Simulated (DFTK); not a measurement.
Runs of DFTK 0.8.2 on Fe. Symmetry: Im-3m, No. 229, cubic system. The conventional cell has a = 2.886 Å, b = 2.886 Å, c = 2.886 Å, α = 90.00°, β = 90.00°, γ = 90.00°. Fe (site symmetry m-3m) is surrounded by 8 Fe at 2.50 Å. 

| task | level | potentials or basis | k mesh | cutoff (eV) | valence electrons | SCF solver | mesh quality | gap on the mesh (eV) | pressure (GPa) | moment (μB) |
| --- | --- | --- | --- | --- | --- | --- | --- | --- | --- | --- |
| single point | PBE | dojo.nc.sr.pbe.v0_4_1.standard.upf (PBE) | 13 × 13 × 13 | 1225 | Fe 16 | - | not flagged | none | -5.0 | 2.46 |
| band structure | LDA | cp2k.nc.sr.lda.v0_1.largecore.gth (LDA, GTH, large core) | 10 × 10 × 10 | 2367 | Fe 8 | - | not flagged | none | (c) | 3.22 |
| single point | PBEsol | SG15 1.2 (PBE) | 12 × 12 × 12 | 1225 | Fe 16 | - | not flagged | none | -17.2 | 2.32 |
| single point | LDA | SG15 1.2 (PBE) | 12 × 12 × 12 | 1225 | Fe 16 | - | not flagged | none | -26.8 | 2.29 |
| band structure | r2SCAN | SG15 1.2 (PBE) | 8 × 8 × 8 | 1225 | Fe 16 | - | coarse | none | 0.1 | (a) |
| band structure | BJ06 | SG15 1.2 (PBE) | 8 × 8 × 8 | 1225 | Fe 16 | ScfAndersonSolver | coarse | none | - | 2.55 |
| single point | r2SCAN | SG15 1.2 (PBE) | 12 × 12 × 12 | 1225 | Fe 16 | - | not flagged | none | 0.9 | 2.81 |
| single point | PBEsol | dojo.nc.sr.pbesol.v0_4_1.standard.upf (PBEsol) | 13 × 13 × 13 | 1225 | Fe 16 | - | not flagged | none | -15.6 | (b) |

Alike in all rows: spin collinear, ferromagnetic start; cell as given; smearing fermi-dirac 0.05 eV.

**Question.** Estimate the missing entries.

**Answer.** (a) 2.79; (b) 2.38; (c) 11.4.

Caveats: some runs use coarse meshes; the potentials were made for another functional, which shifts forces and pressure (some runs); GTH potentials come without recommended cutoffs, and this one wasn't checked for convergence (some runs); this set keeps more shells in the core, which shifts pressures and gaps (some runs); the program leaves the constant c of mgga_x_tb09 at 1, so the potential is Becke-Johnson's (BJ06) and not Tran and Blaha's, with levels but no total energy (some runs); so large a pressure means that the cell lies far from this level's equilibrium, or that cutoff or potentials fall short (some runs).

A gap of «none» marks a metal or a gap under the smearing width.
